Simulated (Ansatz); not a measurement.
## CdF₂ (Fm-3m)

Computed with DFT PBE+D3(BJ), scalar-relativistic, plane waves, PAW in Ansatz 0.2.0.

Cutoff 420 eV; k points 8×8×8 on the computed 3-atom cell (Γ-centred); Gaussian smearing, width 0.02 eV; no spin polarisation.

The structure is relaxed at this level of theory with its symmetry kept.

Space group Fm-3m (No. 225). a = 5.444 Å, b = 5.444 Å, c = 5.444 Å, α = 90.00°, β = 90.00°, γ = 90.00°
```
atom site symmetry x y z
  Cd    4a m-3m  0.0000  0.0000  0.0000
   F    8c      -43m  0.2500  0.7500  0.7500
```

(1) Kohn–Sham band gap?

(2) Löwdin character of the top 1 eV of the valence band?

(3) Löwdin character of the lowest 1 eV of the conduction band?

(4) Electron masses at the edge by Cartesian direction of the standard setting (m_e; degenerate bands sorted by energy; no spin-orbit coupling)?

(5) Hole masses at the edge by Cartesian direction of the standard setting (m_e; degenerate bands sorted by energy; no spin-orbit coupling)?

(6) Bulk modulus?

(7) Its pressure derivative?

(8) Electronic dielectric constant xx, yy, zz of the standard setting (independent particles)?

(9) Bader charges (e)?

Answers

(1) 2.99 eV, indirect from W to Γ.

(2) F 2p 88 %, Cd 4d 11 %.

(3) Cd 5s 76 %, F 2s 14 %, F 2p 9 %.

(4) x: 0.38; y: 0.38; z: 0.38.

(5) x: 2.1; y: 7.2; z: 2.1.

(6) 99 GPa.

(7) 4.8.

(8) 2.9, 2.9, 2.9.

(9) Cd (1 in the cell) 1.48, F (2 in the cell) -0.74.